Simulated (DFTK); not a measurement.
Runs of DFTK 0.8.2 on CdTe. It takes space group F-43m (No. 216, cubic). Conventional cell: a = 6.410 Å, b = 6.410 Å, c = 6.410 Å, α = 90.00°, β = 90.00°, γ = 90.00°. Around Te (site symmetry -43m) lie 4 Cd at 2.78 Å. Cd (site symmetry -43m) has 4 Te at 2.78 Å as nearest neighbours. 

```tsv
level	potentials or basis	k mesh	cutoff (eV)	valence electrons	SCF solver	mesh quality	gap on the mesh (eV)	pressure (GPa)
BJ06	cp2k.nc.sr.pbe.v0_1.largecore.gth (PBE, GTH)	4 × 4 × 4	2068	Cd 12, Te 6	ScfAndersonSolver	coarse	0.63	-
BJ06	SG15 1.2 (PBE)	6 × 6 × 6	1225	Cd 20, Te 16	-	not flagged	(a)	-
LDA	SG15 1.2 (PBE)	6 × 6 × 6	1225	Cd 20, Te 16	-	not flagged	0.65	-0.7
PBEsol	SG15 1.2 (PBE)	6 × 6 × 6	1225	Cd 20, Te 16	-	not flagged	(b)	(c)
r2SCAN	SG15 1.2 (PBE)	6 × 6 × 6	1225	Cd 20, Te 16	-	not flagged	1.15	2.7
```

Alike in all rows: task band structure; no spin polarisation; cell as given; smearing fermi-dirac 0.05 eV.

Question: Estimate the missing entries.

Answer: (a) 1.24; (b) 0.78; (c) 1.6.

Caveats: some runs use coarse meshes; the potentials were made for another functional, which shifts forces and pressure; spin-orbit coupling is left out, which moves the levels of the heavy elements; the program leaves the constant c of mgga_x_tb09 at 1, so the potential is Becke-Johnson's (BJ06) and not Tran and Blaha's, with levels but no total energy (some runs); GTH potentials come without recommended cutoffs, and this one wasn't checked for convergence (some runs); the program warned that the kinetic-energy density falls under its von Weizsäcker bound, which can give unphysical results (some runs).

A k mesh can miss the band edges, and the runs leave out spin-orbit coupling on Cd, Te.
